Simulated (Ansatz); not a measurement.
Pressure against volume: LiBr

```xyz
2
Lattice="0.0000 2.7445 2.7445 2.7445 0.0000 2.7445 2.7445 2.7445 0.0000" Properties=species:S:1:pos:R:3 pbc="T T T"
Li    0.0000    0.0000    0.0000
Br    2.7445    2.7445    2.7445
```

The cell is COD entry 1011363, as deposited and not checked against the literature; nothing was relaxed. It is an old determination, and later ones may differ.

Method: DFT, PBE, all-electron LAPW, scalar-relativistic in Ansatz 0.2.0.

For LAPW: a Γ-centred 8×8×8 k mesh, Fermi–Dirac smearing of 0.03 eV, basis error target 1 meV/atom, no spin polarisation.

The cell above is scaled evenly, with fractional coordinates and shape held.

```
V/V(cell)  V (Å³/atom)  P, LAPW (GPa)  gap on the k mesh, LAPW (eV)
   0.9600       19.845           1.52                          5.15
   0.9800       20.259           0.89                          5.06
   1.0000       20.672              ?                          4.97
   1.0200       21.086              ?                          4.88
   1.0400       21.499          -0.66                          4.80
```

Q: Fill in "P, LAPW (GPa)" for the row "1.0200".

A: -0.20.

Q: What belongs in the row "1.0000", column "P, LAPW (GPa)"?

A: 0.32.

Q: What do Birch–Murnaghan fits to the pressures give?

A: LAPW: V0 = 20.92 Å³/atom, B0 = 26 GPa, B0′ = 4.4.
